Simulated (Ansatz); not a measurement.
# GaP (F-43m) in Ansatz: notebook

The runs below take GaP through band structure, phonons, elastic constants, with BLYP, PBE, LDA, PBEsol.

All numbers are computed with Ansatz 0.2.0; they aren't measurements. Logs are shortened: lines on timing, memory, paths and dates and some standing lists are left out, and cuts for length are marked.

**What was measured.**

From “Stacking defects in GaP nanowires: Electronic structure and optical properties”, 2018, arxiv:1810.01194, for a bulk crystal of GaP at 10 K: band gap 2.34 eV (indirect).

How close the calculation comes is told below.

### Step 1. Starting point

The structure is cubic, space group F-43m (No. 216). The conventional cell has a = 5.451 Å, b = 5.451 Å, c = 5.451 Å, α = 90.00°, β = 90.00°, γ = 90.00°. Ga (site symmetry -43m) is surrounded by 4 P at 2.36 Å. Around P (site symmetry -43m) lie 4 Ga at 2.36 Å.

### Step 2. Band structure, BLYP

Contents of input.yaml:

```yaml
crystal:
  lattice:
    - [0.0, 2.72525, 2.72525]
    - [2.72525, 0.0, 2.72525]
    - [2.72525, 2.72525, 0.0]
  atoms:
    - { symbol: Ga, position: [0.0, 0.0, 0.0] }
    - { symbol: P, position: [0.75, 0.75, 0.75] }
kpoints:
  mp_grid: { grid: [8, 8, 8] }
  band_path:
    path:
      - [0.0, 0.0, 0.0]
      - [0.5, 0.0, 0.5]
      - [0.5, 0.25, 0.75]
      - [0.375, 0.375, 0.75]
      - [0.0, 0.0, 0.0]
      - [0.5, 0.5, 0.5]
      - [0.625, 0.25, 0.625]
      - [0.5, 0.25, 0.75]
    npoints: 10
scf:
  occupations: { method: fermi_dirac, width: 0.05 }
hamiltonian:
  xc: blyp
  pseudopotentials: { kind: all_electron, lapw: { basis_error: 0.001 } }
output:
  forces: true
  stress: true
  eigenvalues: true
```

Potentials or basis: all-electron LAPW, scalar-relativistic.

Run with:

```sh
$ ansatz run input.yaml --threads 1 --pin off --max-ram 3072MiB --backend cpu --events-out ev --progress --plain --runs-dir out
```

Log:

```text
Warning: RAYON_NUM_THREADS=1 ignored (pool sized by the plan → 1); use --threads N
LAPW: plane waves up to 8.548 Å⁻¹, error target 1.0e-3 eV per atom; small_component_spin mean_spin; P in spheres of 1.060 Å, 13 of its electrons in bands, Dirac shells []; Ga in spheres of 1.300 Å, 21 of its electrons in bands, Dirac shells [] (how accurate: hamiltonian.pseudopotentials.lapw.basis_error, Limitations)
Engine: ansatz 0.2.0, x86_64-unknown-linux-gnu
Pseudopotentials: kind: all_electron
Pseudopotential: Ga, LAPW, valence charge 21, lapw/all_electron/scalar/gaussian/Ga, Koelling and Harmon's equation, gaussian nucleus
Pseudopotential: P, LAPW, valence charge 13, lapw/all_electron/scalar/gaussian/P, Koelling and Harmon's equation, gaussian nucleus
Functional definition: BLYP
  parameter beta = 0.0042
  parameter a = 0.04918
  parameter b = 0.132
  parameter c = 0.2533
  parameter d = 0.349
  exchange = b88_x(beta = beta)
  correlation = lyp_c(a = a, b = b, c = c, d = d)
Crystal: 2 atoms, lattice volume = 40.481 Å³
Basis set: ecut = 278.39413879207535 eV, 411 PW (Γ), exchange–correlation at level 2
Bands: 21, of which v1, the nominal top of the filled ones, is band 17 counted from 1 (16 counted from 0)
Symmetry: 24 space group operations
Space group: F-43m (ITA 216), of the structure as read, at distance tolerance 3.4e-5 Å
k-points: 29 of 512 (time reversal used)
Non-local potential: Ga, projectors of the file, none
Non-local potential: P, projectors of the file, none
Initial density: superposition of atomic densities (chi_scale 0.1, normalization cell, long waves kept (reshape's long-wave potential 0.00 eV rms))
Initial wavefunctions: plane waves of lowest kinetic energy (no species holds an atomic orbital)
Functional: x = b88, c = lyp
iter 1 solved again at ethr=3.12e-3 eV; its pass at ethr=1.00e-1 eV (dr2=1.06e0 eV) is discarded
SCF iter   1: F=—  HF=-62223.867054 eV  |F-HF|=—  |Δ(HF+E_count)|=         —  Δρ=4.18e-2  dr2=1.06e0  ethr=3.12e-3  ⟨swp⟩=2.0  Hψ=4179  notcnv=0
preconditioner: auto → none  [insulator: Δε(μ)=1.934 eV  Ē_g=15.182 eV  σ=0.050 eV  W_gap=1.00  n_scr=14 (ndim 8)  ℏωp=24.8 eV  f_vac=0.015  D(μ)=0.00/eV (n_scr^D=0)  ε∞_Penn≈3.7]
iter 2 solved again at ethr=2.90e-4 eV; its pass at ethr=3.12e-3 eV (dr2=9.86e-2 eV) is discarded
SCF iter   2: F=—  HF=-62223.585533 eV  |F-HF|=—  |Δ(HF+E_count)|=   2.82e-1  Δρ=1.62e-2  dr2=9.85e-2  ethr=2.90e-4  ⟨swp⟩=2.0  Hψ=3146  notcnv=0
SCF iter   3: F=—  HF=-62223.563933 eV  |F-HF|=—  |Δ(HF+E_count)|=   2.16e-2  Δρ=7.56e-3  dr2=1.94e-2  ethr=2.90e-4  ⟨swp⟩=2.0  Hψ=1783  notcnv=0
SCF iter   4: F=—  HF=-62223.561719 eV  |F-HF|=—  |Δ(HF+E_count)|=         —  Δρ=2.70e-3  dr2=2.88e-3  ethr=5.70e-5  ⟨swp⟩=2.0  Hψ=1675  notcnv=0
the basis was enlarged: its passes take 53.6 KiB over the memory plan, 1 of 1 planned eigensolver slots
SCF iter   5: F=—  HF=-62223.560324 eV  |F-HF|=—  |Δ(HF+E_count)|=   1.39e-3  Δρ=4.85e-4  dr2=5.55e-5  ethr=8.48e-6  ⟨swp⟩=2.0  Hψ=1677  notcnv=0
SCF iter   6: F=—  HF=-62223.560349 eV  |F-HF|=—  |Δ(HF+E_count)|=   2.48e-5  Δρ=6.17e-5  dr2=8.34e-7  ethr=1.63e-7  ⟨swp⟩=2.7  Hψ=1702  notcnv=0
SCF iter   7: F=-62223.560350 eV  HF=-62223.560350 eV  |F-HF|=9.12e-9  |Δ(HF+E_count)|=   1.17e-6  Δρ=3.69e-6  dr2=3.24e-9  ethr=2.45e-9  ⟨swp⟩=3.0  Hψ=1783  notcnv=0
SCF 1 converged in 7 iterations: F = -62223.560350 eV  dr2 = 3.24e-9
NSCF: frozen V_eff on 71 k-points
SCF converged after 7 iterations
Free energy (F): -62223.560350 eV
Harris-Foulkes:  -62223.560350 eV  (|F-HF|=9.12e-9)
Internal energy: -62223.560350 eV  (E = F + TS)
E sigma→0 (E₀):  -62223.560350 eV
Fermi energy:    9.748150 eV
--- Per-component energies (eV) ---
  E_band       = -1779.010775
  E_kinetic    = 63306.822402
  E_xc         = -2706.398306
  E_electrostatic = -122823.984446  (all electrons and nuclei)
  E_smearing   = -0.000000  (= −TS)
  E_closure    = 0.000000  (closes the sum)
  E_atoms      = -62215.886264  (free atoms, spherical and without spin; not in F)
  Σ components = -62223.560350   (vs F -62223.560350, Δ=0.00e0)
  Basis errors (estimates in eV, not in F): energy 5.0e-4 per atom: plane waves 4.5e-4 (2.7e-4 summed), levels above the bands 4.0e-63, relativity 1.0e-7, radial functions 4.3e-5, core shells 8.6e-11; eigenvalues (radial functions only) 9.1e-7; not estimated: angular momenta, meshes, grids; target (lapw.basis_error) 1.0e-3; muffin-tin radii P 1.060 Å, Ga 1.300 Å
--- Forces (eV/Å), atoms counted from 1 ---
  atom   1  Ga     0.00000000    -0.00000000     0.00000000
  atom   2  P     -0.00000000     0.00000000    -0.00000000
  max |Σ_I F_I| component: 2.54e-17 eV/Å
--- Stress (GPa, compression-positive) ---
        6.318443      -0.000000      -0.000000
       -0.000000       6.318443       0.000000
       -0.000000       0.000000       6.318443
  P = ⅓ Tr σ = 6.3184 GPa (63.184 kbar)
--- Band table (eV; the first three rows and the last of 29) ---
  k-point 0: bands = ["-158.7071", "-134.2967", "-109.3848", "-109.3848", "-109.3848", "-85.1278", "-85.1278", "-85.1278", "-5.7070", "-5.7070", "-5.7070", "-5.6084", "-5.6084", "-3.5427", "8.9325", "8.9325", "8.9325", "10.6332", "12.8633", "12.8633", "12.8633"]
  k-point 1: bands = ["-158.7071", "-134.2967", "-109.3848", "-109.3848", "-109.3848", "-85.1278", "-85.1278", "-85.1278", "-5.7201", "-5.7023", "-5.7023", "-5.6084", "-5.6084", "-3.3424", "7.2935", "8.7069", "8.7069", "11.3099", "13.2072", "13.2072", "13.4321"]
  k-point 2: bands = ["-158.7071", "-134.2967", "-109.3849", "-109.3848", "-109.3848", "-85.1278", "-85.1278", "-85.1278", "-5.7493", "-5.6925", "-5.6925", "-5.6071", "-5.6071", "-2.7756", "5.0634", "8.2792", "8.2792", "11.0652", "13.7200", "13.7200", "15.2972"]
  k-point 28: bands = ["-158.7071", "-134.2967", "-109.3848", "-109.3848", "-109.3848", "-85.1278", "-85.1278", "-85.1278", "-5.8033", "-5.6691", "-5.6479", "-5.6231", "-5.5997", "-0.5266", "2.3555", "5.4426", "5.5935", "13.7570", "13.7811", "15.0797", "15.2237"]
```

Wall time 6.4 s (1 thread of AMD EPYC 9R45 (Zen 5), shared host); peak memory 0.3 GiB.

What came out:

```
Free energy             : -62223.5604 eV
Pressure                : 6.3 GPa
Band gap on the k mesh  : 1.66 eV, indirect (least direct gap 1.70 eV)
Band gap along the path : 1.66 eV, indirect (least direct gap 1.70 eV)
```

Levels at the corners of the path, in eV from the valence-band top:
```csv
point,band 13,band 14,band 15,band 16,band 17,band 18,band 19,band 20,band 21
Γ,-14.54,-12.48,0.00,0.00,0.00,1.70,3.93,3.93,3.93
X,-14.52,-9.55,-6.77,-2.64,-2.64,1.83,1.92,10.53,10.53
W,-14.53,-9.46,-6.58,-3.49,-3.34,4.82,4.85,6.15,6.29
K,-14.53,-9.58,-6.57,-3.84,-2.22,2.31,4.87,8.25,8.31
Γ,-14.54,-12.48,0.00,0.00,0.00,1.70,3.93,3.93,3.93
L,-14.53,-10.44,-6.59,-1.11,-1.11,1.66,4.80,4.80,8.51
U,-14.53,-9.58,-6.57,-3.84,-2.22,2.31,4.87,8.25,8.31
W,-14.53,-9.46,-6.58,-3.49,-3.34,4.82,4.85,6.15,6.29
```

### Step 3. Band structure, PBE, spin-orbit coupling, no magnetisation

Changes to input.yaml since step 2:

```diff
@@ -9,3 +9,3 @@
 kpoints:
-  mp_grid: { grid: [8, 8, 8] }
+  mp_grid: { grid: [6, 6, 6] }
   band_path:
@@ -24,4 +24,7 @@
 hamiltonian:
-  xc: blyp
+  xc: pbe
   pseudopotentials: { kind: all_electron, lapw: { basis_error: 0.001 } }
+magnetization:
+  noncollinear: true
+  spin_orbit: true
 output:
```

Potentials or basis: all-electron LAPW, relativistic spinors.

Run with:

```sh
$ ansatz run input.yaml --threads 1 --pin off --max-ram 3072MiB --backend cpu --events-out ev --progress --plain --runs-dir out
```

Log:

```text
Warning: RAYON_NUM_THREADS=1 ignored (pool sized by the plan → 1); use --threads N
LAPW: plane waves up to 8.541 Å⁻¹, error target 1.0e-3 eV per atom; Dirac's equation on spinors; P in spheres of 1.060 Å, 13 of its electrons in bands; Ga in spheres of 1.300 Å, 21 of its electrons in bands (how accurate: hamiltonian.pseudopotentials.lapw.basis_error, Limitations)
[... 2 set-up lines as earlier in the session ...]
Pseudopotential: Ga, LAPW, valence charge 21, lapw/all_electron/dirac/gaussian/Ga, Dirac's equation, gaussian nucleus
Pseudopotential: P, LAPW, valence charge 13, lapw/all_electron/dirac/gaussian/P, Dirac's equation, gaussian nucleus
Functional definition: PBE
  parameter kappa = 0.804
  parameter beta = 0.06672455060314922
  exchange = pbe_x(kappa = kappa, mu = beta*pi^2/3)
  correlation = pbe_c(beta = beta)
non-collinear run that drives no moment, with spin-orbit: no starting moment large enough to seed its density (crystal.atoms[].spin), no starting occupations that ask for one, no magnetisation constraint and no magnetic field, so the semilocal B_xc is pinned to zero
Crystal: 2 atoms, lattice volume = 40.481 Å³
Basis set: ecut = 277.9017683895491 eV, 411 PW (Γ), exchange–correlation at level 2
Bands: 42, of which v1, the nominal top of the filled ones, is band 34 counted from 1 (33 counted from 0)
Symmetry: 24 space group operations + 24 with time reversal
Magnetic group: BNS 216.75 (UNI 1577), of the structure as read, at distance tolerance 3.4e-5 Å
k-points: 16 of 216 (time reversal used)
[... 4 set-up lines as earlier in the session ...]
Functional: x = pbe(κ = 0.804, μ = 0.2195149727645171), c = pbe(β = 0.06672455060314922)
iter 1 solved again at ethr=2.50e-3 eV; its pass at ethr=1.00e-1 eV (dr2=8.52e-1 eV) is discarded
SCF iter   1: F=—  HF=-62212.158860 eV  |F-HF|=—  |Δ(HF+E_count)|=         —  Δρ=3.90e-2  dr2=8.53e-1  dr2_m=0.00e0 (ungated)  ethr=2.50e-3  |M|=0.00e0 ∫|m|=0.00e0 μB  β_m=0.30  ⟨swp⟩=2.0  Hψ=4537  notcnv=0
preconditioner: auto → none  [insulator: Δε(μ)=2.007 eV  Ē_g=15.008 eV  σ=0.050 eV  W_gap=1.00  n_scr=14 (ndim 8)  ℏωp=24.8 eV  f_vac=0.017  D(μ)=0.00/eV (n_scr^D=0)  ε∞_Penn≈3.7]
SCF iter   2: F=—  HF=-62211.926484 eV  |F-HF|=—  |Δ(HF+E_count)|=   2.32e-1  Δρ=2.23e-2  dr2=2.12e-1  dr2_m=0.00e0 (ungated)  ethr=2.50e-3  |M|=0.00e0 ∫|m|=0.00e0 μB  β_m=0.40  ⟨swp⟩=2.0  Hψ=1948  notcnv=0
SCF iter   3: F=—  HF=-62211.890156 eV  |F-HF|=—  |Δ(HF+E_count)|=   3.63e-2  Δρ=8.65e-3  dr2=2.39e-2  dr2_m=0.00e0 (ungated)  ethr=6.23e-4  |M|=0.00e0 ∫|m|=0.00e0 μB  β_m=0.49  ⟨swp⟩=2.1  Hψ=1947  notcnv=0
iter 4 solved again at ethr=3.29e-6 eV; its pass at ethr=7.03e-5 eV (dr2=1.12e-3 eV) is discarded
SCF iter   4: F=—  HF=-62211.888819 eV  |F-HF|=—  |Δ(HF+E_count)|=         —  Δρ=1.88e-3  dr2=1.12e-3  dr2_m=0.00e0 (ungated)  ethr=3.29e-6  |M|=0.00e0 ∫|m|=0.00e0 μB  β_m=0.49  ⟨swp⟩=2.0  Hψ=3246  notcnv=0
the basis was enlarged: its passes take 2.9 MiB over the memory plan, 1 of 1 planned eigensolver slots
SCF iter   5: F=—  HF=-62211.888653 eV  |F-HF|=—  |Δ(HF+E_count)|=   1.66e-4  Δρ=3.03e-4  dr2=2.23e-5  dr2_m=0.00e0 (ungated)  ethr=3.28e-6  |M|=0.00e0 ∫|m|=0.00e0 μB  β_m=0.67  ⟨swp⟩=2.4  Hψ=1835  notcnv=0
SCF iter   6: F=—  HF=-62211.888692 eV  |F-HF|=—  |Δ(HF+E_count)|=   3.85e-5  Δρ=4.40e-5  dr2=4.93e-7  dr2_m=0.00e0 (ungated)  ethr=6.56e-8  |M|=0.00e0 ∫|m|=0.00e0 μB  β_m=0.77  ⟨swp⟩=3.0  Hψ=1946  notcnv=0
SCF iter   7: F=-62211.888693 eV  HF=-62211.888693 eV  |F-HF|=3.65e-8  |Δ(HF+E_count)|=   1.04e-6  Δρ=6.81e-6  dr2=1.64e-8  dr2_m=0.00e0 (ungated)  ethr=1.45e-9  |M|=0.00e0 ∫|m|=0.00e0 μB  ⟨swp⟩=3.0  Hψ=1946  notcnv=0
SCF 1 converged in 7 iterations: F = -62211.888693 eV  dr2 = 1.64e-8
NSCF: frozen V_eff on 71 k-points
SCF converged after 7 iterations
Magnetization: |M| = 0.0000 μB,  M = (+0.0000, +0.0000, +0.0000) μB
Absolute magnetization: 0.0000 μB (∫|m|)
  site 0: m = (+0.0000, +0.0000, +0.0000) μB, |m| = 0.0000 μB  (R = 1.30 Å)
  site 1: m = (+0.0000, +0.0000, +0.0000) μB, |m| = 0.0000 μB  (R = 1.06 Å)
Free energy (F): -62211.888693 eV
Harris-Foulkes:  -62211.888693 eV  (|F-HF|=3.65e-8)
Internal energy: -62211.888693 eV  (E = F + TS)
E sigma→0 (E₀):  -62211.888693 eV
Fermi energy:    9.348215 eV
--- Per-component energies (eV) ---
  E_band       = -1791.593229
  E_kinetic    = 63295.738748
  E_xc         = -2692.083227
  E_electrostatic = -122815.544214  (all electrons and nuclei)
  E_smearing   = -0.000000  (= −TS)
  E_closure    = 0.000000  (closes the sum)
  E_atoms      = -62202.795576  (free atoms, spherical and without spin; not in F)
  Σ components = -62211.888693   (vs F -62211.888693, Δ=0.00e0)
  Basis errors (estimates in eV, not in F): energy 4.4e-4 per atom: plane waves 4.1e-4 (2.4e-4 summed), levels above the bands 2.6e-60, relativity 2.5e-8, radial functions 3.3e-5, core shells 1.7e-11; eigenvalues (radial functions only) 8.8e-7; not estimated: angular momenta, meshes, grids; target (lapw.basis_error) 1.0e-3; muffin-tin radii P 1.060 Å, Ga 1.300 Å
--- Forces (eV/Å), atoms counted from 1 ---
  atom   1  Ga     0.00000000    -0.00000000     0.00000000
  atom   2  P     -0.00000000     0.00000000     0.00000000
  max |Σ_I F_I| component: 2.31e-17 eV/Å
--- Stress (GPa, compression-positive) ---
        2.495067      -0.000000      -0.000000
       -0.000000       2.495067       0.000000
       -0.000000       0.000000       2.495067
  P = ⅓ Tr σ = 2.4951 GPa (24.951 kbar)
--- Band table (eV; the first three rows and the last of 16) ---
  k-point 0: bands = ["-159.2002", "-159.2002", "-134.7941", "-134.7941", "-110.2879", "-110.2879", "-109.3722", "-109.3722", "-109.3722", "-109.3722", "-87.9876", "-87.9876", "-84.3625", "-84.3625", "-84.3625", "-84.3625", "-6.2333", "-6.2333", "-6.2333", "-6.2333", "-5.8149", "-5.8149", "-5.7487", "-5.7487", "-5.7487", "-5.7487", "-3.9575", "-3.9575", "8.4787", "8.4787", "8.5630", "8.5630", "8.5630", "8.5630", "10.3649", "10.3649", "12.3072", "12.3072", "12.4744", "12.4744", "12.4744", "12.4744"]
  k-point 1: bands = ["-159.2002", "-159.2002", "-134.7941", "-134.7941", "-110.2879", "-110.2879", "-109.3722", "-109.3722", "-109.3722", "-109.3722", "-87.9876", "-87.9876", "-84.3625", "-84.3625", "-84.3625", "-84.3625", "-6.2383", "-6.2383", "-6.2342", "-6.2283", "-5.8176", "-5.8176", "-5.7568", "-5.7568", "-5.7459", "-5.7392", "-3.6007", "-3.6007", "6.1485", "6.1485", "8.1333", "8.1333", "8.1927", "8.1969", "10.9501", "10.9501", "12.9122", "12.9122", "13.0185", "13.0205", "13.5652", "13.5652"]
  k-point 2: bands = ["-159.2002", "-159.2002", "-134.7941", "-134.7941", "-110.2879", "-110.2879", "-109.3722", "-109.3722", "-109.3722", "-109.3722", "-87.9876", "-87.9876", "-84.3625", "-84.3625", "-84.3625", "-84.3625", "-6.2498", "-6.2498", "-6.2307", "-6.2248", "-5.8183", "-5.8183", "-5.7699", "-5.7699", "-5.7328", "-5.7262", "-2.6526", "-2.6526", "3.3285", "3.3285", "7.5943", "7.5943", "7.6599", "7.6635", "10.4355", "10.4355", "13.3050", "13.3050", "13.3810", "13.3831", "16.1344", "16.1344"]
  k-point 15: bands = ["-159.2002", "-159.2002", "-134.7941", "-134.7941", "-110.2879", "-110.2879", "-109.3722", "-109.3722", "-109.3722", "-109.3722", "-87.9876", "-87.9876", "-84.3625", "-84.3625", "-84.3625", "-84.3625", "-6.2960", "-6.2524", "-6.2065", "-6.1984", "-5.8688", "-5.7875", "-5.7543", "-5.7461", "-5.7374", "-5.7232", "-0.9220", "-0.9191", "1.9253", "1.9346", "5.1501", "5.1670", "5.2514", "5.2958", "11.9988", "12.0252", "12.1767", "12.1904", "16.0488", "16.0846", "16.1090", "16.1397"]
```

It took 26 s on 1 thread of AMD EPYC 9R45 (Zen 5), shared host; peak memory 0.41 GiB.

What came out:

* Free energy: -62211.8887 eV
* Pressure: 2.5 GPa
* Band gap on the k mesh: 1.62 eV, indirect (least direct gap 1.80 eV)
* Band gap along the path: 1.57 eV, indirect (least direct gap 1.80 eV)

Levels at the corners of the path, in eV from the valence-band top:
```
point  band 30  band 31  band 32  band 33  band 34  band 35  band 36  band 37  band 38  band 39
    Γ    -0.08     0.00     0.00     0.00     0.00     1.80     1.80     3.74     3.74     3.91
    X    -6.78    -2.72    -2.72    -2.70    -2.70     1.62     1.62     1.80     1.80    10.50
    W    -6.57    -3.61    -3.59    -3.47    -3.42     4.67     4.67     4.82     4.85     6.01
    K    -6.57    -3.98    -3.95    -2.28    -2.28     2.16     2.16     4.77     4.77     8.18
    Γ    -0.08     0.00     0.00     0.00     0.00     1.80     1.80     3.74     3.74     3.91
    L    -6.66    -1.18    -1.18    -1.11    -1.11     1.65     1.65     4.65     4.65     4.72
    U    -6.57    -3.98    -3.95    -2.28    -2.28     2.16     2.16     4.77     4.77     8.18
    W    -6.57    -3.61    -3.59    -3.47    -3.42     4.67     4.67     4.82     4.85     6.01
```

### Step 4. Band structure, LDA, spin-orbit coupling, no magnetisation

Changes to input.yaml since step 3:

```diff
@@ -20,3 +20,3 @@
       - [0.5, 0.25, 0.75]
-    npoints: 10
+    npoints: 8
 scf:
@@ -24,3 +24,3 @@
 hamiltonian:
-  xc: pbe
+  xc: lda
   pseudopotentials: { kind: all_electron, lapw: { basis_error: 0.001 } }
```

Run with:

```sh
$ ansatz run input.yaml --threads 1 --pin off --max-ram 3072MiB --backend cpu --events-out ev --progress --plain --runs-dir out
```

It took 24 s on 1 thread of AMD EPYC 9R45 (Zen 5), shared host; peak memory 0.41 GiB.

It converged, with:

| Property | Result |
| --- | --- |
| Free energy | -62106.2756 eV |
| Pressure | -2.7 GPa |
| Band gap on the k mesh | 1.46 eV, indirect (least direct gap 1.57 eV) |
| Band gap along the path | 1.41 eV, indirect (least direct gap 1.57 eV) |

Levels at the corners of the path, in eV from the valence-band top:
```csv
point,band 31,band 32,band 33,band 34,band 35,band 36,band 37,band 38
Γ,0.00,0.00,0.00,0.00,1.57,1.57,3.64,3.64
X,-2.75,-2.75,-2.73,-2.73,1.46,1.46,1.64,1.64
W,-3.66,-3.64,-3.53,-3.48,4.55,4.56,4.72,4.74
K,-4.03,-4.01,-2.31,-2.31,2.00,2.01,4.65,4.65
Γ,0.00,0.00,0.00,0.00,1.57,1.57,3.64,3.64
L,-1.20,-1.20,-1.12,-1.12,1.47,1.47,4.56,4.56
U,-4.03,-4.01,-2.31,-2.31,2.00,2.01,4.65,4.65
W,-3.66,-3.64,-3.53,-3.48,4.55,4.56,4.72,4.74
```

(Continued in part 2 of 2.)
